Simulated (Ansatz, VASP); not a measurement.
Two plane-wave programs on Pt

File INCAR:

```
SYSTEM = Pt
PREC = Accurate
ENCUT = 520
EDIFF = 1E-6
ISMEAR = -1
SIGMA = 0.1
LREAL = .FALSE.
LASPH = .TRUE.
NELM = 100
ALGO = Normal
ISIF = 2
LWAVE = .FALSE.
LCHARG = .FALSE.
GGA = B5
ALDAX = 1.0
AGGAX = 1.0
AGGAC = 1.0
ALDAC = 0.0
NBANDS = 17
```

KPOINTS

```
regular mesh
0
G
  14 14 7
  0 0 0
```

POSCAR

```
Pt
1.0
    2.8868574434      0.0000000000      0.0000000000
   -1.4434287217      2.5000918831      0.0000000000
    0.0000000000      0.0000000000      5.0231801399
Pt
2
Direct
    0.3333333333      0.6666666667      0.2500000000
    0.6666666667      0.3333333333      0.7500000000
```

Input for Ansatz:

```yaml
crystal:
  lattice:
    - [2.8868574434, 0.0, 0.0]
    - [-1.4434287217, 2.5000918831, 0.0]
    - [0.0, 0.0, 5.0231801399]
  atoms:
    - { symbol: Pt, position: [0.3333333333, 0.6666666667, 0.25] }
    - { symbol: Pt, position: [0.6666666667, 0.3333333333, 0.75] }
hamiltonian:
  xc: blyp
  pseudopotentials:
    kind: paw
    azcp:
      Pt: "pseudopotentials/Pt.paw.azcp"
basis:
  ecutwfc: 420
  fft_grid_basis: typed
kpoints:
  mp_grid: { grid: [14, 14, 7], shift: [0, 0, 0] }
magnetization:
  spin_polarized: false
scf:
  occupations: { method: fermi_dirac, width: 0.1 }
  lower_state_search: "off"
output:
  stress: true
  write_density: true
  write_potential: true
  elf: true
  volumetric_format: npy
```

Alike in both runs: task single point; functional BLYP; k mesh 14 × 14 × 7; occupations fermi-dirac, width 0.1 eV; no spin polarisation.

```csv
,VASP,Ansatz
version,VASP 6.6.1,Ansatz 0.2.0
potentials or method,"VASP PAW PBE potentials, release 64 (Pt)","plane waves (420 eV) with PAW, scalar-relativistic"
plane-wave cutoff (eV),520,420
valence electrons in the cell,20,36
```

```csv
,VASP,Ansatz,Ansatz less VASP
pressure (GPa),-11.4,-12.0,-0.62
largest component of the traceless stress (GPa),0.79,1.06,+0.264
```

With one functional, cell and mesh, what is left measures potentials, basis and numerics. The two sets of potentials don't hold the same shells in valence.

Caveats: the PAW data sets were made with another functional, which shifts forces and pressure a little (VASP). Spin-orbit coupling is left out, which matters for the levels of Pt.
